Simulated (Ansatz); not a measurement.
**A vibration from a frozen displacement in LiF**

All numbers below come from Ansatz, DFT PBE, scalar-relativistic, plane waves, PAW. The runs took a 420 eV cutoff, a Γ-centred 10×10×10 mesh and Gaussian smearing (0.05 eV). No spin polarisation. Energies are free energies at this smearing, counted from the undisturbed cell; pressure is positive in compression.

Reference structure (as given, not relaxed at this level; it stands at 0.0 GPa; this CsCl-type form isn't the usual structure):

```
Li F
1.0
     2.55953    0.00000    0.00000
     0.00000    2.55953    0.00000
     0.00000    0.00000    2.55953
Li F
1 1
Direct
  0.00000 0.00000 0.00000
  0.50000 0.50000 0.50000
```

Every F atom is moved by x along the Cartesian unit vector (-0.577, -0.577, -0.577); the cell and all other atoms stay fixed. The cell's volume is 16.77 Å³; the moved atoms weigh 18.998 u together and the others 6.940 u. Some rows repeat others by symmetry and weren't run.

| x (Å) | ΔE (meV/cell) | total force on the moved atoms along the move (eV/Å) | pressure (GPa) |
| --- | --- | --- | --- |
| -0.1000 | -1.70 | -0.0315 | 0.2723 |
| -0.0875 | -1.32 | -0.0286 | 0.2190 |
| -0.0750 | -0.99 | -0.0253 | 0.1720 |
| -0.0625 | -0.69 | -0.0217 | 0.1349 |
| -0.0500 | -0.45 | -0.0177 | 0.1029 |
| -0.0375 | -0.25 | -0.0135 | 0.0781 |
| -0.0250 | -0.11 | -0.0090 | 0.0605 |
| -0.0125 | -0.03 | -0.0045 | 0.0499 |
| 0.0000 | 0.00 | 0.0000 | 0.0456 |
| 0.0125 | -0.03 | 0.0045 | 0.0499 |
| 0.0250 | -0.11 | 0.0090 | 0.0605 |
| 0.0375 | -0.25 | 0.0135 | 0.0781 |
| 0.0500 | -0.45 | 0.0177 | 0.1029 |
| 0.0625 | -0.69 | 0.0217 | 0.1349 |
| 0.0750 | -0.99 | 0.0253 | 0.1720 |
| 0.0875 | -1.32 | 0.0286 | 0.2190 |
| 0.1000 | -1.70 | 0.0315 | 0.2723 |

**Question.** What frequency belongs to this motion?

**Answer.** The force constant is k = −dF/dx = -0.360 eV/Å², from the parabola through x = -0.0125, 0 and 0.0125. In every cell the moved atoms swing against the rest, so the mass is μ = m₁m₂/(m₁ + m₂) = 5.083 u, and ν̃ = 521.5 cm⁻¹ × √(|k|/μ) = 139i cm⁻¹. To first order in x, and within 1 %, the force on every atom lies along the move and, within each of the two groups, in proportion to the atom's mass, so this is itself a mode at the zone centre of this cell, taken without macroscopic field (the transverse frequency in a polar insulator).

**Question.** Where does the displacement stop?

**Answer.** Not within the scan: the energy still falls at its end, so along this line the minimum lies further out.